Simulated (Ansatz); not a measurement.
The system is CuCl2.

```
Cu Cl
1.0
    -2.25486    2.25486    6.85990
     2.25486   -2.25486    6.85990
     2.25486    2.25486   -6.85990
Cu Cl
1 2
Cartesian
  0.0000 0.0000 0.0000
  2.2549 0.0000 0.0000
  0.0000 2.2549 0.0000
```

Measurements of this composition are mostly on another form, of space group No. 12.

- Program: Ansatz 0.2.0
- Task: relaxation of cell and atoms
- Functional: r2SCAN
- Potentials or basis: Ansatz PAW
- Cutoff: 500 eV (not typed: the program's choice for these potentials)
- k mesh: 8 × 8 × 8
- Occupations: fermi-dirac, width 0.05 eV
- Spin: no spin polarisation

At the start: volume 46.50 Å³/atom.

Problem. Where does the relaxation end?

Solution. It ends after 17 steps and the volume is 25.68 Å³/atom (-44.8 %); space group I4/mmm (No. 139, to 0.05 Å).

Step by step:
```csv
step,energy change (eV),largest force (eV/Å),volume (Å³)
1,0.0000,0.0000,139.51
2,-0.0010,0.0000,138.95
3,-0.0014,0.0000,138.31
4,-0.0014,0.0000,138.27
5,-0.0016,0.0000,137.06
6,-0.0021,0.0000,133.63
7,-0.0034,0.0000,127.16
8,-0.0054,0.0000,120.54
9,-0.0088,0.0000,113.74
10,-0.0145,0.0000,106.96
11,-0.0238,0.0000,100.09
12,-0.0382,0.0000,93.24
13,-0.0577,0.0000,86.43
14,-0.0767,0.0000,79.66
15,-0.0793,0.0000,77.93
16,-0.0799,0.0000,77.04
17,-0.0778,0.0000,77.04
```

Final structure:
```
Cu Cl
1.0
    -2.24750    2.24750    3.81269
     2.24750   -2.24750    3.81269
     2.24750    2.24750   -3.81269
Cu Cl
1 2
Direct
  0.00000 0.00000 0.00000
  0.00000 0.50000 0.50000
  0.50000 0.00000 0.50000
```

Caveat: the volume moved by over 15 % at a fixed basis, so the end points are rough; the plane-wave basis is chosen anew once the cell has moved, so the energies of steps on either side of that aren't comparable; an odd number of electrons without spin polarisation forces a metal; a magnetic or distorted state may lie lower; the run has no spin polarisation, though such a crystal can be magnetic; the PAW data sets come from PBE, with cores solved anew for the run's functional, which leaves a small shift of forces and pressure.
